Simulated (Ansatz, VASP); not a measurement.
## BaO3 in VASP and in Ansatz

```xyz
4
Lattice="0.0000 3.1543 3.1543 3.1543 0.0000 3.1543 3.1543 3.1543 0.0000" Properties=species:S:1:pos:R:3 pbc="T T T"
Ba    3.1543    3.1543    3.1543
O     1.5771    1.5771    1.5771
O     4.7314    4.7314    4.7314
O     0.0000    0.0000    0.0000
```

Alike in both runs: functional PBE; k mesh 6 × 6 × 6; occupations gaussian, width 0.1 eV; collinear spin.

Ansatz relaxed the structure, and its values are those at the end. VASP's run is a single point on that final structure, the one shown.

|  | VASP | Ansatz |
| --- | --- | --- |
| version | VASP 6.6.1 | Ansatz 0.2.0 |
| potentials or method | VASP PAW PBE potentials, release 64 (Ba_sv, O) | scalar-relativistic, plane waves, PAW |
| plane-wave cutoff (eV) | 520 | 420 |
| valence electrons in the cell | 28 | 28 |

Ansatz gave:

- gap on the k mesh at the Fermi level (eV): none
- pressure (GPa): -0.1
- net moment per atom (μB): 1.00
- size of the moment on the site where the two differ most (μB): 1.55

Problem. What did VASP give for the same quantities?

Solution. gap on the k mesh at the Fermi level (eV): none; pressure (GPa): 0.9; net moment per atom (μB): 1.00; size of the moment on the site where the two differ most (μB): 1.31.

Site moments also hang on the region over which each program counts them. A gap of «none» marks a metal or a gap that the smearing closes.

Spin-orbit coupling is left out, which matters for the levels of Ba.
